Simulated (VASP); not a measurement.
# Cs2AgBiBr6: relaxation of the atoms with PBE

Crystal: Cs2AgBiBr6.

```
Cs Ag Bi Br
1.0
     0.00000    5.83350    5.83350
     5.83350    0.00000    5.83350
     5.83350    5.83350    0.00000
Cs Ag Bi Br
2 1 1 6
Cartesian
  2.9167 2.9167 2.9167
  8.7502 8.7502 8.7502
  5.8335 5.8335 5.8335
  5.8335 11.6670 5.8335
  5.8335 2.9201 5.8335
  8.7469 5.8335 5.8335
  5.8335 8.7469 5.8335
  2.9201 5.8335 5.8335
  5.8335 5.8335 2.9201
  5.8335 5.8335 8.7469
```

The cell isn't the ideal one: a relaxed cell with its volume scaled by 1.04.

```yaml
Program: VASP 6.6.1
Task: relaxation of the atoms
Functional: PBE
Potentials_or_basis: VASP PAW PBE potentials, release 64 (Cs_sv, Ag, Bi, Br)
Cutoff: 300 eV
k_mesh: 2 × 2 × 2
Occupations: gaussian, width 0.03 eV
Spin: no spin polarisation
Further_INCAR_settings: ALGO = Fast; EDIFF = 1e-07; IBRION = 2; EDIFFG = -0.01; NSW = 40
```

```json
{
 "Energy gained by relaxing": "0.6 meV/atom",
 "Ionic steps": "3",
 "Pressure after relaxing": "-0.7 GPa",
 "Largest force after relaxing": "0.006 eV/Å",
 "Band gap on the k mesh": "1.38 eV, indirect (least direct gap 2.31 eV)"
}
```

Forces on the atoms (eV/Å):
```
Cs   0.000  0.000  0.000
Cs   0.000  0.000  0.000
Ag   0.000  0.000  0.000
Bi   0.000  0.000  0.000
Br   0.000 -0.006  0.000
Br   0.006  0.000  0.000
Br   0.000  0.006  0.000
Br  -0.006  0.000  0.000
Br   0.000  0.000 -0.006
Br   0.000  0.000  0.006
```

The path:
```
step  energy change (eV)  largest force (eV/Å)  pressure (GPa)
   1              0.0000                0.1159           -0.83
   2             -0.0033                0.0780           -0.79
   3             -0.0059                0.0056           -0.71
```

Final structure:
```cif
data_structure
_symmetry_space_group_name_H-M 'P 1'
_symmetry_Int_Tables_number 1
_cell_length_a 8.2498
_cell_length_b 8.2498
_cell_length_c 8.2498
_cell_angle_alpha 60.000
_cell_angle_beta 60.000
_cell_angle_gamma 60.000
_cell_volume 397.02
loop_
_atom_site_label
_atom_site_type_symbol
_atom_site_fract_x
_atom_site_fract_y
_atom_site_fract_z
_atom_site_occupancy
Cs1 Cs 0.25000 0.25000 0.25000 1
Cs2 Cs 0.75000 0.75000 0.75000 1
Ag1 Ag 0.50000 0.50000 0.50000 1
Bi1 Bi 0.00000 0.00000 0.00000 1
Br1 Br 0.24891 0.75109 0.24891 1
Br2 Br 0.24891 0.75109 0.75109 1
Br3 Br 0.75109 0.24891 0.75109 1
Br4 Br 0.75109 0.24891 0.24891 1
Br5 Br 0.24891 0.24891 0.75109 1
Br6 Br 0.75109 0.75109 0.24891 1
```

Levels at points of the mesh, in eV from the valence-band top:
```tsv
k point	band 35	band 36	band 37	band 38	band 39	band 40	band 41	band 42
(0.00, 0.00, 0.00)	-0.81	-0.81	-0.53	-0.53	2.45	2.45	2.45	3.72
(0.50, 0.00, 0.00)	-1.06	-1.04	-0.92	-0.92	1.38	3.53	3.53	5.10
(0.50, 0.50, 0.00)	-1.13	-0.82	-0.53	0.00	2.83	2.83	3.12	4.04
```

Wall time 47 s on 2 MPI ranks on Intel(R) Xeon(R) Platinum 8488C (Sapphire Rapids), with other jobs on the host, peak memory 0.24 GiB a rank.

Caveat: the k mesh is coarse (spacing up to 0.47 Å⁻¹), so the values aren't converged; the cutoff is under 1.25 times the usual one of these potentials, so pressure, stress and relaxed cells hold a basis-set (Pulay) error; spin-orbit coupling is left out, which as a rule narrows the gap of such compounds by several tenths of an eV. A k mesh can miss the band edges.
